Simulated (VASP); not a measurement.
```
CELL_PARAMETERS angstrom
      0.00000     2.84739     2.84739
      2.84739     0.00000     2.84739
      2.84739     2.84739     0.00000
ATOMIC_POSITIONS crystal
  Sr 0.00000 0.00000 0.00000
  F  0.75000 0.75000 0.75000
  F  0.25000 0.25000 0.25000
```

These are PBE GGA, VASP's PBE PAW potentials (set 64) (plane waves; VASP) values and carry that method's errors. Numerical set-up: 400 eV cut-off, 8×8×8 Γ-centred mesh, Gaussian smearing of 0.010 eV, potentials Sr_sv F.

Q: Give the energies of bands 7 to 13 at the high-symmetry points, in eV from the valence-band maximum.

A: 
```
band      Γ      X      U      L      W
----  -----  -----  -----  -----  -----
7     -1.86  -2.17  -1.88  -1.32  -1.76
8     -1.86  -0.93  -1.12  -1.32  -1.35
9     -1.86  -0.93  -0.87  -0.95  -0.65
10    -0.11  -0.32  -0.56  -0.74  -0.65
11    -0.11  -0.32  -0.24  -0.43  -0.25
12    -0.11   0.00  -0.08  -0.43  -0.08
13     7.25   8.33   8.62  10.46   8.67
```

The gap is indirect, 7.25 eV, from the valence maximum at X-U at 0.11 to the conduction minimum at Γ.

The structure comes from a computed database's SrF2 entry; how it stands against other phases isn't given here. The cell was not relaxed at this level.
